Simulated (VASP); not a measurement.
# GaSb (F-43m) in VASP: a series of runs, part 2 of 2

VASP 6.6.1.

## (4) Single point, PBEsol

This run uses another cell than the first one, of 28.51 Å³/atom, 1.030 times its volume.

Input file INCAR:

```
PREC = Accurate
ENCUT = 520
EDIFF = 1E-6
ISMEAR = 0
SIGMA = 0.1
LREAL = False
LASPH = True
NELM = 80
ALGO = Normal
ISIF = 2
LWAVE = False
LCHARG = False
GGA = PS
NBANDS = 16
```

Input file KPOINTS:

```
regular mesh
0
Gamma
  10 10 10
```

Input file POSCAR:

```
GaSb
1.0
    0.0000000000      3.0549174075      3.0549174075
    3.0549174075      0.0000000000      3.0549174075
    3.0549174075      3.0549174075      0.0000000000
Ga Sb
1 1
Direct
    0.0000000000      0.0000000000      0.0000000000
    0.2500000000      0.2500000000      0.2500000000
```

Potentials or basis: VASP PAW PBE potentials, release 64 (Ga_d, Sb).

The run is started by

```
$ cat potpaw_PBE.64/Ga_d/POTCAR potpaw_PBE.64/Sb/POTCAR > POTCAR
$ mpirun -np 1 vasp_std > vasp.out
```

OUTCAR:

```text
PREC = Accurate
   ENCUT = 520
   EDIFF = 1E-6
   ISMEAR = 0
   LREAL = False
   LASPH = True
   NELM = 80
   ISIF = 2
   GGA = PS

 ion  position               nearest neighbor table
   1  0.000  0.000  0.000-   2 2.65   2 2.65   2 2.65   2 2.65
   2  0.250  0.250  0.250-   1 2.65   1 2.65   1 2.65   1 2.65

  LATTYP: Found a face centered cubic cell.
 ALAT       =     6.1098348150

  Lattice vectors:

 A1 = (   0.0000000000,   3.0549174075,   3.0549174075)
 A2 = (   3.0549174075,   0.0000000000,   3.0549174075)
 A3 = (   3.0549174075,   3.0549174075,   0.0000000000)

Analysis of symmetry for initial positions (statically):
=====================================================================
 Subroutine PRICEL returns:
 Original cell was already a primitive cell.

 Routine SETGRP: Setting up the symmetry group for a
 face centered cubic supercell.

 Subroutine GETGRP returns: Found 24 space group operations
 (whereof 24 operations were pure point group operations)
 out of a pool of 48 trial point group operations.

The static configuration has the point symmetry T_d .

Analysis of symmetry for dynamics (positions and initial velocities):
=====================================================================
 Subroutine PRICEL returns:
 Original cell was already a primitive cell.

 Routine SETGRP: Setting up the symmetry group for a
 face centered cubic supercell.

 Subroutine GETGRP returns: Found 24 space group operations
 (whereof 24 operations were pure point group operations)
 out of a pool of 48 trial point group operations.

The dynamic configuration has the point symmetry T_d .

 Subroutine INISYM returns: Found 24 space group operations
 (whereof 24 operations are pure point group operations),
 and found     1 'primitive' translations

----------------------------------------------------------------------------------------

                                     Primitive cell

  volume of cell :      57.0202
[... 102 lines left out ...]
   EMIN   =  10.00;   EMAX   =-10.00  energy-range for DOS
   EFERMI =   0.00;   METHOD = LEGACY
   ISMEAR =     0;   SIGMA  =   0.10  broadening in eV -4-tet -1-fermi 0-gaus
   EFERMI_NEDOS =   21; number of points for ismear=-14 and -15
   IALGO  =     38    algorithm
   IMIX   =      4    mixing-type and parameters
     AMIX     =   0.40;   BMIX     =  1.00
     AMIX_MAG =   1.60;   BMIX_MAG =  1.00
  volume/ion in A,a.u.               =      28.51       192.40
  Fermi-wavevector in a.u.,A,eV,Ry     =   1.114695  2.106469 16.905861  1.242546
  Thomas-Fermi vector in A             =   2.251293
   LORBIT       =      0    0 simple, 1 ext, 2 COOP (PROOUT), +10 PAW based schemes
   GGA     = PS    functional components
   LHFCALC =     F    Hartree Fock is set to
   AEXX    =    0.0000 exact exchange contribution
   IVDW    =     0    specifies the selected vdW correction
   LEPSILON=     F    determine dielectric tensor
   LRPA    =     F    only Hartree local field effects (RPA)
 non-spin polarized calculation
 Gauss-broadening in eV      SIGMA  =   0.10
  energy-cutoff  :      520.00
  volume of cell :       57.02
 maximum number of plane-waves:      1572
   NGX = 17   NGY = 17   NGZ = 17

 number of electron      17.9999985 magnetization

 Free energy of the ion-electron system (eV)
  ---------------------------------------------------
  ext. energy  EPLUGINS =         0.00000000
  ---------------------------------------------------
  free energy    TOTEN  =        -8.15350097 eV

  energy without entropy =       -8.15331674  energy(sigma->0) =       -8.15340886

 E-fermi :   4.8250     XC(G=0):  -9.2842

 val. band max:        4.7906599928   @ k =   0.0000   0.0000   0.0000
 cond. band min:       5.1267760904   @ k =   0.5000   0.0000   0.0000
 fundamental gap:      0.3361160976
 Fermi energy:         4.8250066934

 k-point     1 :       0.0000    0.0000    0.0000
  band No.  band energies     occupation
      1     -10.2334      2.00000
      2     -10.2334      2.00000
      3     -10.2334      2.00000
      4     -10.1824      2.00000
      5     -10.1824      2.00000
      6      -6.7603      2.00000
[... 433 lines left out ...]
      3     -10.2139      2.00000
      4     -10.1911      2.00000
      5     -10.1793      2.00000
      6      -5.1389      2.00000
[... 8 lines left out ...]
     15      15.1184      0.00000
     16      15.1587      0.00000

 [... further k-points ...]
[... 5 lines left out ...]
  --------------------------------------------------------------------------------------
  -------------------------------------------------------------------------------------
  Total        0.0474467      0.0474467      0.0474467      0.0000000      0.0000000      0.0000000
  in kB        1.3331770      1.3331770      1.3331770      0.0000000      0.0000000      0.0000000
  external PRESSURE =       1.3331770 kB  Pullay stress =       0.0000000 kB

 VOLUME and BASIS-vectors are now :
 -----------------------------------------------------------------------------
  energy-cutoff  :      520.00
  volume of cell :       57.02
      direct lattice vectors                 reciprocal lattice vectors
     0.000000000  3.054917408  3.054917408    -0.163670546  0.163670546  0.163670546
     3.054917408  0.000000000  3.054917408     0.163670546 -0.163670546  0.163670546
     3.054917408  3.054917408  0.000000000     0.163670546  0.163670546 -0.163670546

 POSITION                                       TOTAL-FORCE (eV/Angst)
 -----------------------------------------------------------------------------------
      0.00000      0.00000      0.00000         0.000000      0.000000      0.000000
      1.52746      1.52746      1.52746        -0.000000     -0.000000     -0.000000
 -----------------------------------------------------------------------------------
    total drift:                                0.000000      0.000000      0.000000

  FREE ENERGIE OF THE ION-ELECTRON SYSTEM (eV)
  ---------------------------------------------------
  free  energy   TOTEN  =        -8.1535009739 eV

  energy  without entropy=       -8.1533167411  energy(sigma->0) =       -8.15340886
```

OSZICAR:

```text
N       E                     dE             d eps       ncg     rms          rms(c)
DAV:   1     0.799149225957E+02    0.79915E+02   -0.84937E+03  1520   0.137E+03
DAV:   2    -0.205588689389E+01   -0.81971E+02   -0.78800E+02  1792   0.294E+02
DAV:   3    -0.814629466979E+01   -0.60904E+01   -0.60709E+01  1760   0.645E+01
DAV:   4    -0.825140624832E+01   -0.10511E+00   -0.10509E+00  1920   0.940E+00
DAV:   5    -0.825397198854E+01   -0.25657E-02   -0.25657E-02  1952   0.128E+00    0.313E+00
DAV:   6    -0.817938034346E+01    0.74592E-01   -0.84347E-02  2096   0.493E+00    0.184E+00
DAV:   7    -0.815317581630E+01    0.26205E-01   -0.42710E-02  1904   0.185E+00    0.366E-01
DAV:   8    -0.815321596446E+01   -0.40148E-04   -0.47804E-03  2008   0.817E-01    0.103E-01
DAV:   9    -0.815350091927E+01   -0.28495E-03   -0.45737E-04  1720   0.165E-01    0.398E-02
DAV:  10    -0.815349219405E+01    0.87252E-05   -0.19464E-05  1992   0.369E-02    0.121E-02
DAV:  11    -0.815350090722E+01   -0.87132E-05   -0.12437E-05  1728   0.248E-02    0.464E-03
DAV:  12    -0.815350097392E+01   -0.66700E-07   -0.45500E-07  1608   0.688E-03
   1 F= -.81535010E+01 E0= -.81534089E+01  d E =-.184233E-03
```

Wall time 42 s (1 thread of Intel Xeon 8259CL, shared host); peak memory 0.2 GiB.

What came out:

- Free energy: -8.1535 eV
- Pressure: 0.1 GPa

Caveat: the PAW data sets were made with another functional, which shifts forces and pressure a little; spin-orbit coupling is left out, which moves the levels of the heavy elements.

## (5) Comparison with measurements

Step 2. Measured gap of GaSb: 0.811 eV (direct; 4.2 K; a printed reference work, data compilation). This calculation gives 0.12 eV (-0.70 eV). Spin-orbit coupling on Ga, Sb is left out. The value is that of LDA on a finite k mesh, which can miss the band edges, without temperature or zero-point motion. Semilocal functionals fall short of measured gaps as a rule.

Step 3. Measured gap of GaSb: 0.811 eV (direct; 4.2 K; a printed reference work, data compilation). This calculation gives 0.12 eV (-0.70 eV). Spin-orbit coupling on Ga, Sb is left out. The value is that of LDA on a finite k mesh, which can miss the band edges, without temperature or zero-point motion. Semilocal functionals fall short of measured gaps as a rule.
